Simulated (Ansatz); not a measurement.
Input for Ansatz (plane-wave DFT, PAW):

```yaml
crystal:
  lattice:
    - [11.2, 0.0, 0.0]
    - [0.0, 9.3, 0.0]
    - [0.0, 0.0, 2.5555352702]
  atoms:
    - { symbol: In, position: [0.4031341921, 0.5, 0.0], spin: 0.5 }
    - { symbol: As, position: [0.5968658079, 0.5, 0.5], spin: 0.5 }
basis:
  ecutwfc: 420
kpoints:
  mp_grid: { grid: [1, 1, 25] }
hamiltonian:
  xc: pbe
scf:
  occupations: { method: gaussian, width: 0.05 }
output:
  forces: true
  stress: true
  eigenvalues: true
  populations: true
  write_density: true
  write_potential: true
  elf: true
  volumetric_format: npy
magnetization:
  spin_polarized: true
relax:
  adjacent_minimum: "off"
  f_tol: 0.01
  max_steps: 45
  cell: { fix: [a, b, alpha, beta, gamma], stress_tol: 0.03 }
```

Launched with
```bash
ansatz run input.yaml --threads 2 --pin off --max-ram 5120MiB --backend cpu --events-out ev --progress --plain --runs-dir out
```

Level of theory: DFT PBE, scalar-relativistic, plane waves, PAW in Ansatz.

From the run's log, abridged:

```
Pseudopotentials: kind: paw
Pseudopotential: In, paw, valence charge 13, recommended cutoff 420 eV (normal)
Pseudopotential: As, paw, valence charge 15, recommended cutoff 420 eV (normal)
Functional definition: PBE
Crystal: 2 atoms, lattice volume = 266.185 Å³
Basis set: ecut = 420 eV, 5251 PW (Γ), exchange–correlation on 150×128×36 points (8 copies of the dense FFT grid, shifted against one another)
Bands: 19, of which v1, the nominal top of the filled ones, is band 14 counted from 1 (13 counted from 0)
Symmetry: 4 space group operations
Space group: Pmm2 (ITA 25), of the structure as read, at distance tolerance 6.4e-5 Å
Magnetic group: BNS 25.57 (UNI 155), of the structure as read, at distance tolerance 6.4e-5 Å
k-points: 13 of 25
Initial density: superposition of atomic densities (neutral atoms: chi_scale 0, normalization atom)
Starting moments: Σ|m| = 1 μB on 2 of 2 sites
Initial wavefunctions: pseudopotential atomic-orbital guess
Functional: x = pbe(κ = 0.804, μ = 0.21951497), c = pbe(β = 0.06672455)
SCF iter   1: F=—  HF=-10452.118138 eV  |F-HF|=—  |Δ(HF+E_count)|=         —  Δρ=1.56e-2 (↑1.56e-2 ↓1.43e-2) dr2=1.53e0  dr2_m=4.46e-1  M=0.146 μB ∫|m|=0.149 μB  β_m=0.30  ethr=3.10e-3  ⟨swp⟩=7.3  Hψ=2978  notcnv=0
spin=Collinear: Resta preconditioning applied to the charge; magnetization (m = ρ↑ − ρ↓) channel mixes plain (no charge-response kernel on spin).
SCF iter   2: F=—  HF=-10451.866360 eV  |F-HF|=—  |Δ(HF+E_count)|=   2.52e-1  Δρ=1.04e-2 (↑1.04e-2 ↓1.02e-2) dr2=3.55e-1  dr2_m=2.23e-1  M=0.155 μB ∫|m|=0.156 μB  β_m=0.30  ethr=3.10e-3  ⟨swp⟩=3.8  Hψ=1105  notcnv=0  defer=20
SCF iter   3: F=—  HF=-10451.834228 eV  |F-HF|=—  |Δ(HF+E_count)|=   3.21e-2  Δρ=7.52e-3 (↑7.52e-3 ↓7.43e-3) dr2=1.30e-1  dr2_m=1.17e-1  M=0.003 μB ∫|m|=0.016 μB  β_m=0.30  ethr=1.27e-3  ⟨swp⟩=2.6  Hψ=618  notcnv=0  defer=20
SCF iter   4: F=—  HF=-10451.820032 eV  |F-HF|=—  |Δ(HF+E_count)|=   1.42e-2  Δρ=5.01e-3 (↑4.75e-3 ↓5.01e-3) dr2=1.68e-2  dr2_m=5.53e-2  M=0.091 μB ∫|m|=0.092 μB  β_m=0.30  ethr=4.64e-4  ⟨swp⟩=3.0  Hψ=856  notcnv=0  defer=19
SCF iter   5: F=—  HF=-10451.823956 eV  |F-HF|=—  |Δ(HF+E_count)|=   3.92e-3  Δρ=3.55e-3 (↑3.37e-3 ↓3.55e-3) dr2=3.97e-3  dr2_m=2.86e-2  M=0.032 μB ∫|m|=0.035 μB  β_m=0.30  ethr=6.02e-5  ⟨swp⟩=2.8  Hψ=774  notcnv=0  defer=17
SCF iter   6: F=—  HF=-10451.826625 eV  |F-HF|=—  |Δ(HF+E_count)|=   2.67e-3  Δρ=2.44e-3 (↑2.36e-3 ↓2.44e-3) dr2=2.20e-4  dr2_m=1.40e-2  M=0.039 μB ∫|m|=0.041 μB  β_m=0.30  ethr=1.42e-5  ⟨swp⟩=1.8  Hψ=556  notcnv=0  defer=15
SCF iter   7: F=—  HF=-10451.827979 eV  |F-HF|=—  |Δ(HF+E_count)|=   1.35e-3  Δρ=1.69e-3 (↑1.69e-3 ↓1.69e-3) dr2=4.51e-5  dr2_m=6.97e-3  M=0.033 μB ∫|m|=0.035 μB  β_m=0.30  ethr=7.86e-7  ⟨swp⟩=2.0  Hψ=725  notcnv=0  defer=15
SCF iter   8: F=—  HF=-10451.828693 eV  |F-HF|=—  |Δ(HF+E_count)|=   7.14e-4  Δρ=1.19e-3 (↑1.19e-3 ↓1.19e-3) dr2=1.48e-5  dr2_m=3.47e-3  M=0.029 μB ∫|m|=0.031 μB  β_m=0.30  ethr=1.61e-7  ⟨swp⟩=2.3  Hψ=656  notcnv=0  defer=15
Mixer restart at iter 8: flushing history
spin-set hold released at iteration 8 (site moments contracting): the magnetisation degrees of freedom join the quasi-Newton model from the next iteration; the mixer history was flushed
SCF iter   9: F=—  HF=-10451.829063 eV  |F-HF|=—  |Δ(HF+E_count)|=   3.69e-4  Δρ=8.45e-4 (↑8.41e-4 ↓8.45e-4) dr2=5.77e-6  dr2_m=1.73e-3  M=0.026 μB ∫|m|=0.027 μB  β_m=0.65  ethr=5.28e-8  ⟨swp⟩=2.4  Hψ=691  notcnv=0  defer=15
SCF iter  10: F=—  HF=-10451.829521 eV  |F-HF|=—  |Δ(HF+E_count)|=   4.59e-4  Δρ=8.90e-5 (↑5.32e-5 ↓8.90e-5) dr2=1.34e-4  dr2_m=8.94e-6  M=0.012 μB ∫|m|=0.014 μB  β_m=0.50  ethr=2.06e-8  ⟨swp⟩=2.8  Hψ=897  notcnv=0  defer=15
SCF iter  11: F=—  HF=-10451.829505 eV  |F-HF|=—  |Δ(HF+E_count)|=   1.60e-5  Δρ=5.46e-5 (↑5.46e-5 ↓4.77e-5) dr2=4.29e-6  dr2_m=6.23e-6  M=0.013 μB ∫|m|=0.015 μB  β_m=0.70  ethr=2.06e-8  ⟨swp⟩=2.8  Hψ=995  notcnv=0  defer=15
SCF iter  12: F=—  HF=-10451.829514 eV  |F-HF|=—  |Δ(HF+E_count)|=   8.99e-6  Δρ=4.12e-5 (↑3.62e-5 ↓4.12e-5) dr2=1.64e-6  dr2_m=3.59e-6  M=0.010 μB ∫|m|=0.011 μB  β_m=0.85  ethr=1.53e-8  ⟨swp⟩=2.3  Hψ=677  notcnv=0  defer=15
SCF iter  13: F=—  HF=-10451.829532 eV  |F-HF|=—  |Δ(HF+E_count)|=   1.81e-5  Δρ=2.44e-5 (↑2.44e-5 ↓2.25e-5) dr2=4.71e-6  dr2_m=9.67e-7  M=0.005 μB ∫|m|=0.006 μB  β_m=0.63  ethr=5.85e-9  ⟨swp⟩=3.0  Hψ=904  notcnv=0  defer=15
SCF iter  14: F=—  HF=-10451.829536 eV  |F-HF|=—  |Δ(HF+E_count)|=   4.02e-6  Δρ=1.05e-5 (↑1.05e-5 ↓6.85e-6) dr2=5.85e-7  dr2_m=1.60e-7  M=0.002 μB ∫|m|=0.002 μB  β_m=0.82  ethr=5.85e-9  ⟨swp⟩=2.5  Hψ=834  notcnv=0  defer=15
SCF iter  15: F=—  HF=-10451.829537 eV  |F-HF|=—  |Δ(HF+E_count)|=   9.30e-7  Δρ=2.31e-6 (↑2.01e-6 ↓2.31e-6) dr2=2.12e-8  dr2_m=7.74e-9  M=0.000 μB ∫|m|=0.000 μB  β_m=0.79  ethr=3.57e-10  ⟨swp⟩=12.4  Hψ=3733  notcnv=0
SCF iter  16: F=—  HF=-10451.829537 eV  |F-HF|=—  |Δ(HF+E_count)|=   3.17e-8  Δρ=7.06e-7 (↑5.58e-7 ↓7.06e-7) dr2=3.17e-9  dr2_m=8.14e-10  M= 0.000 μB ∫|m|=0.000 μB  β_m=0.85  ethr=7.55e-11  ⟨swp⟩=10.0  Hψ=3234  notcnv=0
SCF iter  17: F=—  HF=-10451.829537 eV  |F-HF|=—  |Δ(HF+E_count)|=   6.06e-9  Δρ=3.10e-7 (↑3.06e-7 ↓3.10e-7) dr2=3.84e-11  dr2_m=2.27e-10  M= 0.000 μB ∫|m|=0.000 μB  β_m=0.93  ethr=1.13e-11  ⟨swp⟩=7.8  Hψ=2537  notcnv=0
SCF iter  18: F=—  HF=-10451.829537 eV  |F-HF|=—  |Δ(HF+E_count)|=   1.90e-9  Δρ=1.24e-7 (↑1.24e-7 ↓1.15e-7) dr2=2.31e-11  dr2_m=3.11e-11  M= 0.000 μB ∫|m|=0.000 μB  β_m=0.87  ethr=1.00e-12  ⟨swp⟩=7.2  Hψ=2424  notcnv=0
SCF iter  19: F=-10451.829537 eV  HF=-10451.829537 eV  |F-HF|=0.00e0  |Δ(HF+E_count)|=  2.47e-10  Δρ=3.72e-8 (↑3.72e-8 ↓3.39e-8) dr2=2.28e-12  dr2_m=2.69e-12  M= 0.000 μB ∫|m|=0.000 μB  ethr=1.00e-12  ⟨swp⟩=6.8  Hψ=2318  notcnv=0
WARN: the starting moments were not kept: the SCF closed with an absolute magnetisation of 8.1e-6 μB, where they sum to 1 μB in size (2 sites). That is at most 0.1 of that sum. Measured as dr2_m measures the in/out step, that magnetisation stands 4.3e-12 eV from none, at or under the dr2_threshold of 1.0e-7 eV: it is no larger than a step whose dr2_m would equal this threshold. The system may hold no moment; this SCF shows only that its start led to no more than that. To try another start: raise the starting moments (crystal.atoms[].spin, magnetization.per_species, magnetization.initial_magnetization, or on a non-collinear deck that types none of these the spinor_matrix: blocks that start it ...
SCF 1 converged in 19 iterations: F = -10451.829537 eV  dr2 = 2.28e-12
relax step   1: F+E_penalty+E_count = -10451.82953731 eV  Δ(F+E_penalty+E_count) = +0.000e0 eV  max|allowed force component| = 2.820e0 eV/Å  Δτ_max = 0.0000 Å  P = +2.874 GPa  Ω = 266.185 Å³  fix = [a, b, alpha, beta, gamma]  reactions: a +3.659, b +0.018 GPa (19 SCF iters, accepted)
Crystal: 2 atoms, lattice volume = 278.982 Å³
Basis set: ecut = 420 eV, 5487 PW (Γ), exchange–correlation on 150×128×36 points (8 copies of the dense FFT grid, shifted against one another)
Initial density: handed on by an earlier stage of this run
Starting moments: Σ|m| = 1 μB on 2 of 2 sites; this step starts from the density that it was given
Initial wavefunctions: those handed on with the density
   ...
SCF 3 converged in 9 iterations: F = -10452.508747 eV  dr2 = 1.69e-11
relax step   3: F+E_penalty+E_count = -10452.50874747 eV  Δ(F+E_penalty+E_count) = -3.610e-2 eV  max|allowed force component| = 7.545e-2 eV/Å  Δτ_max = 0.0001 Å  P = +0.094 GPa  Ω = 286.371 Å³  energy of the carried Pulay correction = -1.017e-3 eV  fix = [a, b, alpha, beta, gamma]  reactions: a +0.071, b +0.024 GPa (9 SCF iters, dr2 threshold 2.00e-7 eV, accepted)
Crystal: 2 atoms, lattice volume = 287.388 Å³
Basis set: ecut = 420 eV, 5639 PW (Γ), exchange–correlation on 150×128×36 points (8 copies of the dense FFT grid, shifted against one another)
SCF iter   1: F=—  HF=-10452.509832 eV  |F-HF|=—  |Δ(HF+E_count)|=         —  Δρ=1.56e-4 (↑1.25e-4 ↓1.56e-4) dr2=6.39e-5  dr2_m=4.37e-5  M= 0.000 μB ∫|m|=0.001 μB  β_m=0.30  ethr=1.91e-7  ⟨swp⟩=3.0  Hψ=3251  notcnv=0
spin=Collinear: Resta preconditioning applied to the charge; magnetization (m = ρ↑ − ρ↓) channel mixes plain (no charge-response kernel on spin).
SCF iter   2: F=—  HF=-10452.509832 eV  |F-HF|=—  |Δ(HF+E_count)|=   2.79e-7  Δρ=1.05e-4 (↑9.14e-5 ↓1.05e-4) dr2=2.05e-5  dr2_m=2.21e-5  M= 0.000 μB ∫|m|=0.001 μB  β_m=0.53  ethr=1.91e-7  ⟨swp⟩=2.1  Hψ=566  notcnv=0
SCF iter   3: F=—  HF=-10452.509845 eV  |F-HF|=—  |Δ(HF+E_count)|=   1.33e-5  Δρ=3.02e-5 (↑2.67e-5 ↓3.02e-5) dr2=2.43e-5  dr2_m=1.28e-6  M= 0.000 μB ∫|m|=0.000 μB  β_m=0.44  ethr=7.33e-8  ⟨swp⟩=2.0  Hψ=608  notcnv=0
SCF iter   4: F=—  HF=-10452.509842 eV  |F-HF|=—  |Δ(HF+E_count)|=   2.62e-6  Δρ=1.40e-5 (↑1.40e-5 ↓1.36e-5) dr2=2.18e-6  dr2_m=3.74e-7  M= 0.000 μB ∫|m|=0.000 μB  β_m=0.42  ethr=7.33e-8  ⟨swp⟩=1.8  Hψ=516  notcnv=0
SCF iter   5: F=-10452.509842 eV  HF=-10452.509842 eV  |F-HF|=6.23e-9  |Δ(HF+E_count)|=   3.63e-8  Δρ=5.06e-6 (↑5.06e-6 ↓4.16e-6) dr2=6.47e-8  dr2_m=4.32e-8  M=0.000 μB ∫|m|=0.000 μB  β_m=0.59  ethr=7.14e-10  ⟨swp⟩=9.1  Hψ=3491  notcnv=0
SCF iter   6: F=-10452.509842 eV  HF=-10452.509842 eV  |F-HF|=4.57e-10  |Δ(HF+E_count)|=   4.13e-8  Δρ=9.16e-7 (↑7.79e-7 ↓9.16e-7) dr2=2.14e-9  dr2_m=1.53e-9  M=0.000 μB ∫|m|=0.000 μB  β_m=0.60  ethr=2.31e-10  ⟨swp⟩=6.3  Hψ=2958  notcnv=0
SCF iter   7: F=-10452.509842 eV  HF=-10452.509842 eV  |F-HF|=1.96e-10  |Δ(HF+E_count)|=   1.70e-9  Δρ=2.47e-7 (↑2.47e-7 ↓2.24e-7) dr2=5.82e-11  dr2_m=1.36e-10  M=0.000 μB ∫|m|=0.000 μB  β_m=0.67  ethr=7.63e-12  ⟨swp⟩=5.1  Hψ=2713  notcnv=0
SCF iter   8: F=-10452.509842 eV  HF=-10452.509842 eV  |F-HF|=1.46e-11  |Δ(HF+E_count)|=  2.62e-10  Δρ=7.26e-8 (↑6.91e-8 ↓7.26e-8) dr2=4.53e-12  dr2_m=1.24e-11  M=0.000 μB ∫|m|=0.000 μB  ethr=1.00e-12  ⟨swp⟩=4.3  Hψ=2508  notcnv=0
the starting moments were not kept: the SCF closed with an absolute magnetisation of 3.4e-6 μB, where they sum to 1 μB in size (2 sites). That is at most 0.1 of that sum. Measured as dr2_m measures the in/out step, that magnetisation stands 1.1e-12 eV from none, at or under the dr2_threshold of 2.0e-7 eV: it is no larger than a step whose dr2_m would equal this threshold.
SCF 4 converged in 8 iterations: F = -10452.509842 eV  dr2 = 4.53e-12
relax step   4: F+E_penalty+E_count = -10452.50984240 eV  Δ(F+E_penalty+E_count) = -1.095e-3 eV  max|allowed force component| = 2.897e-2 eV/Å  Δτ_max = 0.0041 Å  P = +0.024 GPa  Ω = 287.388 Å³  energy of the carried Pulay correction = -1.066e-3 eV  fix = [a, b, alpha, beta, gamma]  reactions: a +0.007, b +0.024 GPa (8 SCF iters, dr2 threshold 2.00e-7 eV, accepted)
Crystal: 2 atoms, lattice volume = 287.631 Å³
Basis set: ecut = 420 eV, 5655 PW (Γ), exchange–correlation on 150×128×36 points (8 copies of the dense FFT grid, shifted against one another)
SCF iter   1: F=—  HF=-10452.509944 eV  |F-HF|=—  |Δ(HF+E_count)|=         —  Δρ=1.07e-4 (↑9.04e-5 ↓1.07e-4) dr2=9.94e-6  dr2_m=2.37e-5  M=0.000 μB ∫|m|=0.001 μB  β_m=0.30  ethr=3.34e-8  ⟨swp⟩=3.1  Hψ=3112  notcnv=0
spin=Collinear: Resta preconditioning applied to the charge; magnetization (m = ρ↑ − ρ↓) channel mixes plain (no charge-response kernel on spin).
SCF iter   2: F=—  HF=-10452.509950 eV  |F-HF|=—  |Δ(HF+E_count)|=   6.02e-6  Δρ=7.46e-5 (↑6.59e-5 ↓7.46e-5) dr2=3.24e-6  dr2_m=1.20e-5  M=0.000 μB ∫|m|=0.001 μB  β_m=0.56  ethr=3.34e-8  ⟨swp⟩=1.8  Hψ=552  notcnv=0
SCF iter   3: F=—  HF=-10452.509962 eV  |F-HF|=—  |Δ(HF+E_count)|=   1.23e-5  Δρ=2.48e-5 (↑2.43e-5 ↓2.48e-5) dr2=3.21e-5  dr2_m=6.72e-7  M=0.000 μB ∫|m|=0.000 μB  β_m=0.41  ethr=1.16e-8  ⟨swp⟩=2.0  Hψ=742  notcnv=0
SCF iter   4: F=—  HF=-10452.509958 eV  |F-HF|=—  |Δ(HF+E_count)|=   4.18e-6  Δρ=6.15e-6 (↑6.15e-6 ↓5.36e-6) dr2=1.86e-7  dr2_m=6.99e-8  M=0.000 μB ∫|m|=0.000 μB  β_m=0.45  ethr=1.16e-8  ⟨swp⟩=2.3  Hψ=648  notcnv=0
SCF iter   5: F=-10452.509958 eV  HF=-10452.509958 eV  |F-HF|=3.14e-9  |Δ(HF+E_count)|=   3.78e-8  Δρ=1.83e-6 (↑1.83e-6 ↓1.64e-6) dr2=5.74e-9  dr2_m=6.48e-9  M=0.000 μB ∫|m|=0.000 μB  β_m=0.57  ethr=1.87e-10  ⟨swp⟩=10.3  Hψ=3412  notcnv=0
SCF iter   6: F=-10452.509958 eV  HF=-10452.509958 eV  |F-HF|=5.77e-10  |Δ(HF+E_count)|=   5.22e-9  Δρ=5.40e-7 (↑5.40e-7 ↓5.16e-7) dr2=2.01e-10  dr2_m=6.62e-10  M=0.000 μB ∫|m|=0.000 μB  β_m=0.62  ethr=2.05e-11  ⟨swp⟩=5.8  Hψ=2837  notcnv=0
SCF iter   7: F=-10452.509958 eV  HF=-10452.509958 eV  |F-HF|=6.55e-11  |Δ(HF+E_count)|=  8.59e-10  Δρ=1.32e-7 (↑1.17e-7 ↓1.32e-7) dr2=1.82e-11  dr2_m=3.78e-11  M=0.000 μB ∫|m|=0.000 μB  β_m=0.66  ethr=1.00e-12  ⟨swp⟩=5.0  Hψ=2663  notcnv=0
SCF iter   8: F=-10452.509958 eV  HF=-10452.509958 eV  |F-HF|=5.46e-12  |Δ(HF+E_count)|=  9.09e-11  Δρ=4.01e-8 (↑4.01e-8 ↓3.27e-8) dr2=4.67e-12  dr2_m=2.94e-12  M=0.000 μB ∫|m|=0.000 μB  ethr=1.00e-12  ⟨swp⟩=4.5  Hψ=2325  notcnv=0
the starting moments were not kept: the SCF closed with an absolute magnetisation of 2.6e-6 μB, where they sum to 1 μB in size (2 sites). That is at most 0.1 of that sum. Measured as dr2_m measures the in/out step, that magnetisation stands 6.1e-13 eV from none, at or under the dr2_threshold of 5.2e-8 eV: it is no larger than a step whose dr2_m would equal this threshold.
SCF 5 converged in 8 iterations: F = -10452.509958 eV  dr2 = 4.67e-12
relax step   5: F+E_penalty+E_count = -10452.50995789 eV  Δ(F+E_penalty+E_count) = -1.155e-4 eV  max|allowed force component| = 7.037e-4 eV/Å  Δτ_max = 0.0032 Å  P =  0.000 GPa  Ω = 287.631 Å³  energy of the carried Pulay correction = -1.078e-3 eV  fix = [a, b, alpha, beta, gamma]  reactions: a -0.034, b +0.024 GPa (8 SCF iters, accepted)
Basis set: ecut = 420 eV, 5655 PW (Γ), exchange–correlation on 150×128×40 points (8 copies of the dense FFT grid, shifted against one another)
Initial wavefunctions: pseudopotential atomic-orbital guess (no wavefunctions were taken with the density)
SCF iter   1: F=—  HF=-10452.510817 eV  |F-HF|=—  |Δ(HF+E_count)|=         —  Δρ=2.73e-5 (↑2.73e-5 ↓2.73e-5) dr2=1.41e-6  dr2_m=2.93e-12  M=0.000 μB ∫|m|=0.000 μB  β_m=0.30  ethr=1.57e-7  ⟨swp⟩=3.1  Hψ=4150  notcnv=0
spin=Collinear: Resta preconditioning applied to the charge; magnetization (m = ρ↑ − ρ↓) channel mixes plain (no charge-response kernel on spin).
SCF iter   2: F=—  HF=-10452.510831 eV  |F-HF|=—  |Δ(HF+E_count)|=   1.41e-5  Δρ=1.85e-5 (↑1.85e-5 ↓1.85e-5) dr2=5.91e-7  dr2_m=1.82e-12  M=0.000 μB ∫|m|=0.000 μB  β_m=0.52  ethr=5.05e-9  ⟨swp⟩=2.0  Hψ=728  notcnv=0
SCF iter   3: F=—  HF=-10452.510854 eV  |F-HF|=—  |Δ(HF+E_count)|=   2.35e-5  Δρ=3.75e-6 (↑3.75e-6 ↓3.75e-6) dr2=6.62e-8  dr2_m=2.87e-13  M= 0.000 μB ∫|m|=0.000 μB  β_m=0.59  ethr=2.11e-9  ⟨swp⟩=2.9  Hψ=900  notcnv=0
SCF iter   4: F=—  HF=-10452.510857 eV  |F-HF|=—  |Δ(HF+E_count)|=   2.88e-6  Δρ=1.86e-6 (↑1.85e-6 ↓1.86e-6) dr2=2.35e-7  dr2_m=6.95e-14  M= 0.000 μB ∫|m|=0.000 μB  β_m=0.42  ethr=2.37e-10  ⟨swp⟩=3.5  Hψ=742  notcnv=0  recentre
SCF iter   5: F=—  HF=-10452.510857 eV  |F-HF|=—  |Δ(HF+E_count)|=   1.09e-7  Δρ=3.63e-7 (↑3.63e-7 ↓3.63e-7) dr2=8.79e-10  dr2_m=4.12e-14  M= 0.000 μB ∫|m|=0.000 μB  β_m=0.64  ethr=2.37e-10  ⟨swp⟩=2.0  Hψ=566  notcnv=0
SCF iter   6: F=—  HF=-10452.510857 eV  |F-HF|=—  |Δ(HF+E_count)|=   5.22e-9  Δρ=6.23e-8 (↑6.23e-8 ↓6.15e-8) dr2=9.10e-11  dr2_m=1.07e-14  M= 0.000 μB ∫|m|=0.000 μB  β_m=0.54  ethr=3.14e-12  ⟨swp⟩=3.3  Hψ=905  notcnv=0
SCF iter   7: F=—  HF=-10452.510856 eV  |F-HF|=—  |Δ(HF+E_count)|=   1.26e-6  Δρ=3.31e-8 (↑3.26e-8 ↓3.31e-8) dr2=2.02e-11  dr2_m=6.02e-15  M= 0.000 μB ∫|m|=0.000 μB  β_m=0.68  ethr=1.00e-12  ⟨swp⟩=4.7  Hψ=1022  notcnv=0
SCF iter   8: F=-10452.510856 eV  HF=-10452.510856 eV  |F-HF|=1.82e-11  |Δ(HF+E_count)|=  2.11e-10  Δρ=1.15e-8 (↑1.12e-8 ↓1.15e-8) dr2=1.44e-12  dr2_m=2.12e-15  M= 0.000 μB ∫|m|=0.000 μB  ethr=1.00e-12  ⟨swp⟩=7.4  Hψ=2107  notcnv=0
the starting moments were not kept: the SCF closed with an absolute magnetisation of 1.3e-7 μB, where they sum to 1 μB in size (2 sites). That is at most 0.1 of that sum. Measured as dr2_m measures the in/out step, that magnetisation stands 1.7e-15 eV from none, at or under the dr2_threshold of 7.2e-12 eV: it is no larger than a step whose dr2_m would equal this threshold.
SCF 6 converged in 8 iterations: F = -10452.510856 eV  dr2 = 1.44e-12
WARN: The output density's exchange-correlation potential varies sharply where the density is thin. Do not read a vacuum level from v_tot or v_xc, or from such a field of the output density. On a cell that repeats whose density bears no net charge and no dipole along the vacuum's axis use v_es (v_loc + v_h of the components); under efield.dipole_correction with no amplitude use v_es + v_field, which holds any external_charges[].barrier, or the levels of the report's work_function block, which leave it out; under a non-zero efield.amplitude the vacuum is tilted and has no level; on a cell that repeats and bears such a dipole with no correction it is tilted too, and efield.dipole_correction wi ...
SCF converged after 8 iterations
Magnetization:  0.0000 μB (14.0000 up, 14.0000 down)
Absolute magnetization: 0.0000 μB (∫|ρ↑−ρ↓|, with the PAW one-centre terms)
Spin contamination: 0.0000 ħ² per cell (⟨S²⟩ above its minimum at these occupations)
Per-site moments (μB) at R_I (Å): [(1.21508206e-8, 1.13909208), (-4.33492802e-8, 1.13909208)]
Free energy (F): -10452.510856 eV
Harris-Foulkes:  -10452.510856 eV  (|F-HF|=1.82e-11)
Internal energy: -10452.509623 eV  (E = F + TS)
E sigma→0 (E₀):  -10452.510240 eV
Entropy (-TS):   -0.001233 eV (-0.616 meV/atom)
Fermi energy:    -1.777836 eV
--- Per-component energies (eV) ---
  E_band       = -592.284625
  E_kinetic    = 341.904433
  E_local      = -8345.751857  (includes V_loc(G=0)·N_el)
  E_nonlocal   = -304.951956
  E_hartree    = 3979.213726
  E_xc         = -293.196424
  E_vxc        = -176.292182  (∫ρ·V_xc dr)
  E_paw        = -5986.475353  (= ΣΔE_a)
  E_vpaw       = -65.620517  (= ΣTr[D̂ρ^β])
  E_aug_tail   = 0.000033  (compensation charges beyond the density's cutoff)
  E_ewald      = 156.747774
  E_smearing   = -0.001233  (= −TS)
--- Forces (eV/Å), atoms counted from 1 ---
  atom   1  In     0.00099239     0.00000000     0.00000000
  atom   2  As    -0.00099244     0.00000000     0.00000000
--- Stress (GPa, compression-positive) ---
       -0.036641       0.000000       0.000000
        0.000000       0.022110       0.000000
        0.000000       0.000000       0.008427
  P = ⅓ Tr σ = -0.0020 GPa (-0.020 kbar)
--- Band table (eV; the first three rows and the last of 26) ---
  k-point 0 ↑: bands = ["-37.4736", "-37.4094", "-37.3941", "-37.3646", "-37.3619", "-17.3554", "-16.7058", "-16.6340", "-16.4177", "-16.3143", "-13.5049", "-8.3530", "-4.0184", "-3.9319", "-1.3666", "0.9980", "1.4013", "2.3034", "3.0051"]
  k-point 1 ↑: bands = ["-37.4724", "-37.4097", "-37.3945", "-37.3645", "-37.3619", "-17.3366", "-16.7038", "-16.6328", "-16.4265", "-16.3247", "-13.4749", "-8.3238", "-3.9879", "-3.8980", "-1.3319", "1.0253", "1.4319", "2.3350", "3.0353"]
  k-point 2 ↑: bands = ["-37.4688", "-37.4109", "-37.3955", "-37.3644", "-37.3618", "-17.2813", "-16.6982", "-16.6294", "-16.4523", "-16.3547", "-13.3854", "-8.2357", "-3.8968", "-3.7969", "-1.2281", "1.1040", "1.5239", "2.4293", "2.9719"]
  k-point 12 ↓: bands = ["-37.4336", "-37.4174", "-37.3974", "-37.3611", "-37.3596", "-16.9428", "-16.9061", "-16.5972", "-16.5595", "-16.1161", "-10.2099", "-6.3546", "-3.8743", "-2.2963", "-0.9344", "0.1268", "1.9194", "2.4350", "4.9317"]
--- Relaxed structure (5 steps of the walk, 5 accepted, 1 SCFs on fresh bases) ---
  F+E_penalty+E_count = -10452.51085597 eV   max|allowed force component| = 9.924e-4 eV/Å   (the final SCF, on the basis selected at the relaxed cell)
  cell:  # Å, volume = 287.6311 Å³
    - [11.2, 0.0, 0.0]
    - [0.0, 9.3, 0.0]
    - [0.0, 0.0, 2.76143536]
  atoms:
    - { symbol: In, position: [0.38946108, 0.5, 0.0] }
    - { symbol: As, position: [0.61053891, 0.5, 0.5] }
--- Löwdin populations: 2 sites ---
  site symbol q [e]    m [muB]
     0     In     12.8180     0.0000
     1     As     15.0869     0.0000
  spilling = 0.003396 (of n_electrons = 28.000000)
```

The relaxation met its thresholds.

The run took 63 s on 2 threads of AMD EPYC 7R13 Processor (Zen 3) (shared host), peak memory 0.61 GiB.